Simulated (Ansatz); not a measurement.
Runs of Ansatz 0.2.0 on Re. The structure is hexagonal, space group P6_3/mmc (No. 194). The conventional cell has a = 2.761 Å, b = 2.761 Å, c = 4.458 Å, α = 90.00°, β = 90.00°, γ = 120.00°. Re (site symmetry -6m2) is surrounded by 12 Re at 2.74 to 2.76 Å. 

| task | level | spin | cell | k mesh | cutoff (eV) | points for each segment of the path | atoms under strain | gap on the mesh (eV) | pressure (GPa) | relaxed volume (Å³/atom) |
| --- | --- | --- | --- | --- | --- | --- | --- | --- | --- | --- |
| relaxation of cell and atoms | revPBE+D3(BJ) | off | relaxed | 11 × 11 × 6 | 420 | - | - | - | 0.0 | 14.54 |
| band structure | r2SCAN | SOC, no magnetisation | as given | 8 × 8 × 5 | 500 | 14 | - | none | 0.2 | - |
| elastic constants | LDA | off | as given | 8 × 8 × 5 | 420 | - | clamped | none | (b) | - |
| relaxation of cell and atoms | BLYP+D4 | off | relaxed | 11 × 11 × 6 | 420 | - | - | - | 0.0 | (a) |
| relaxation of cell and atoms | BLYP+D3(BJ) | off | relaxed | 11 × 11 × 6 | 420 | - | - | - | 0.0 | 14.77 |
| relaxation of cell and atoms | revPBE+D4 | off | relaxed | 11 × 11 × 6 | 420 | - | - | - | 0.0 | 14.64 |

Alike in all rows: potentials or basis Ansatz PAW; smearing fermi-dirac 0.05 eV.

Estimate the missing entries.

(a) 14.92; (b) -10.1.

Caveats: the PAW data sets come from PBE, with cores solved anew for the run's functional, which leaves a small shift of forces and pressure; the plane-wave basis is chosen anew once the cell has moved, so the energies of steps on either side of that aren't comparable (some runs); the cell is more than 3 GPa from zero pressure, which shifts response properties (some runs); elastic constants of metals need much finer meshes, so these are rough (some runs).

A k mesh can miss the band edges, and rows without SOC leave out spin-orbit coupling on Re.

A gap of «none» marks a metal or a gap under the smearing width.

Runs at the PBE level aren't shown here.
